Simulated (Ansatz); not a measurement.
# Si (Imma): relaxation of cell and ions, by script

What cell does Si (Imma) relax to? Wanted for Si (Imma): a relaxation of cell and ions.

Program: the Python package of Ansatz 0.2.0. Level of theory: DFT PBE, plane waves, PAW. These are calculated values, not measurements.

**1. Starting point**

It takes space group Imma (No. 74, orthorhombic). Conventional cell: a = 4.502 Å, b = 4.737 Å, c = 2.550 Å, α = 90.00°, β = 90.00°, γ = 90.00°. Si (site symmetry mm2) is surrounded by 8 Si at 2.39 to 2.74 Å.

The script holds or builds the structure itself.

**2. Script**

Contents of vcrelax_si.py:

```python
'''Cell relaxation of Si.'''

import ansatz as az
from ase import Atoms
from ase.neighborlist import neighbor_list
import matplotlib.pyplot as plt
import numpy as np

SCF_TOL = 1e-09
SMEARING = 'Gaussian'
SIGMA = 0.05
FORCE_TOL = 0.01

def edges_and_angles(cell):
    cell = np.asarray(cell)
    a, b, c = np.linalg.norm(cell, axis=1)
    cosines = cell[1] @ cell[2] / (b * c), cell[0] @ cell[2] / (a * c), cell[0] @ cell[1] / (a * b)
    return (a, b, c, *np.degrees(np.arccos(cosines)))


def main() -> None:
    system = (
        az.Lattice.of((-2.251, 2.3685, 1.275), (2.251, -2.3685, 1.275), (2.251, 2.3685, -1.275))
        .atom('Si', (0.807, 0.057, 0.75))
        .atom('Si', (0.193, 0.943, 0.25))
    )

    # shape and ions at fixed volume
    base = (
        system.calculation()
        .scf(tolerance=SCF_TOL)
        .functional(az.Functional.PBE)
        .kpoints(13)
        .occupations(SMEARING, width=SIGMA)
        .relax(force_tolerance=FORCE_TOL, max_steps=40, fix_cell=['volume'])
    )
    steps = []


    def follow(event):
        if event['event'] != 'relax_step':
            return
        row = event['data']
        steps.append(row)
        print(f'step {row["step"]:3d}  E = {row["lagrangian_ev"]:.5f} eV  largest force component = {row["allowed_force_max_ev_ang"]:.4f} eV/A  P = {row["pressure_gpa"]:.3f} GPa')


    result = base.session().plan(threads=1).execute(on_event=follow)
    summary = result.report

    first, last = steps[0], steps[-1]
    symbols = [site.symbol for site in result.lattice.sites]
    print(f'energy gained {first["lagrangian_ev"] - last["lagrangian_ev"]:.4f} eV in {len(steps) - 1} steps')
    for label, vectors in (('before', first['cell_ang']), ('after', result.lattice.cell_ang)):
        print(label, 'a b c (A) {:.4f} {:.4f} {:.4f}  angles {:.2f} {:.2f} {:.2f}'.format(*edges_and_angles(vectors)), f' V = {abs(np.linalg.det(vectors)):.3f} A^3')
    print('final stress xx yy zz (GPa, compression positive):', np.round(np.diag(summary['stress_gpa']), 3) + 0.0)

    final = Atoms(symbols, positions=last['positions_ang'], cell=result.lattice.cell_ang, pbc=True)
    i, j, d = neighbor_list('ijd', final, 4.5)
    print('neighbours within 1.15 times the shortest distance of each atom (A)')
    for atom in range(len(final)):
        near = [m for m in np.argsort(d) if i[m] == atom]
        shell = [m for m in near if d[m] < 1.15 * d[near[0]]]
        print(f'{symbols[atom]}{atom} ({len(shell)}):', ', '.join(f'{symbols[j[m]]} {d[m]:.3f}' for m in shell))

    change = np.array(last['positions_ang']) @ np.linalg.inv(last['cell_ang']) - np.array(first['positions_ang']) @ np.linalg.inv(first['cell_ang'])
    moved = np.linalg.norm(change @ np.array(last['cell_ang']), axis=1)
    print('displacement within the cell, strain taken out (A):', ' '.join(f'{s}:{d:.3f}' for s, d in zip(symbols, moved)))

    fig, (top, bottom) = plt.subplots(2, 1, sharex=True, figsize=(4.5, 4))
    top.plot([s['lagrangian_ev'] - last['lagrangian_ev'] for s in steps], 'o-')
    top.set_ylabel('E - E(final) (eV)')
    bottom.semilogy([max(s['allowed_force_max_ev_ang'], 1e-6) for s in steps], 's-')
    bottom.set(xlabel='step', ylabel='largest force (eV/A)')
    fig.tight_layout()
    fig.savefig('relax.png', dpi=100)

    print('atom   start x y z (A)              end x y z (A)')
    for symbol, a, b in zip(symbols, first['positions_ang'], last['positions_ang']):
        print(f'{symbol:3s}', ' '.join(f'{v:8.4f}' for v in a), '  ', ' '.join(f'{v:8.4f}' for v in b))

    print(f'free energy      {summary["free_energy_ev"]:.5f} eV')
    print(f'per atom         {summary["free_energy_ev"] / len(result.lattice.sites):.5f} eV')
    print(f'SCF iterations   {summary["n_iterations"]}  (converged: {summary["converged"]})')


if __name__ == '__main__':
    main()
```

**3. Running it**

Run with:

```
$ python vcrelax_si.py
```

Q: Predict the main results. Wanted: free energy; moves of the relaxation; energy gained; last largest force component; relaxed conventional cell; space group at the end.

The runs gave:

| quantity | value |
| --- | --- |
| free energy | -1270.8934 eV (-635.4467 eV/atom) |
| moves of the relaxation | 5 |
| energy gained (ahead of the last change of basis) | 5.1 meV/atom |
| last largest force component | 0.0005 eV/Å |
| relaxed conventional cell | a = 4.422 Å, b = 4.820 Å, c = 2.552 Å, α = 90.00°, β = 90.00°, γ = 90.00° |
| space group at the end | P6/mmm |

The volume hardly changed, and within 0.02 Å the space group became P6/mmm. Part of the cell is held or a pressure is applied, so the end point needn't be the zero-pressure lattice. Energies along a relaxation are free energies. Rows at an unchanged volume are solved on a plane-wave basis chosen afresh for that cell, so the energy jumps there and such rows are no steps of the walk. Edges and angles that the script prints are those of the cell as typed, here a primitive one. The cell relaxed to the group P6/mmm; tensors and edges are in the axes of the typed cell. This isn't the structure that Si takes at ambient conditions.
